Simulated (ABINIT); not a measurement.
The system is Ge.

```
CELL_PARAMETERS angstrom
0.00000 2.82891 2.82891
2.82891 0.00000 2.82891
2.82891 2.82891 0.00000
ATOMIC_POSITIONS crystal
Ge 0.75000 0.75000 0.75000
Ge 0.50000 0.50000 0.50000
```

```yaml
Program: ABINIT 10.8.3 (patched build)
Task: relaxation of cell and atoms
Functional: PBE
Potentials_or_basis: PseudoDojo NC FR PBE v0.4 standard
Cutoff: 1061 eV
k_mesh: 6 × 6 × 6
Occupations: fermi-dirac, width 0.05 eV
Spin: spin-orbit coupling, no magnetisation
```

At the start: pressure 3.9 GPa; volume 22.64 Å³/atom.

How do energy, volume and symmetry change on relaxing?

Over 4 steps the energy falls by 16.0 meV/atom and the volume is 24.01 Å³/atom (+6.0 %); space group Fd-3m (No. 227, to 0.05 Å).

Step by step:
```csv
step,energy change (eV),largest force (eV/Å),pressure (GPa),volume (Å³)
1,0.0000,0.0000,3.91,45.28
2,-0.0118,0.0000,3.06,45.82
3,-0.0320,0.0000,0.08,47.95
4,-0.0320,0.0000,0.00,48.01
```

Final structure:
```
Ge
1.0
     0.00000    2.88478    2.88478
     2.88478    0.00000    2.88478
     2.88478    2.88478    0.00000
Ge
2
Direct
  0.75000 0.75000 0.75000
  0.50000 0.50000 0.50000
```

The cell as given is a measured one (22.64 Å³/atom); PBE puts the equilibrium volume +6.0 % from it, thermal expansion not counted.
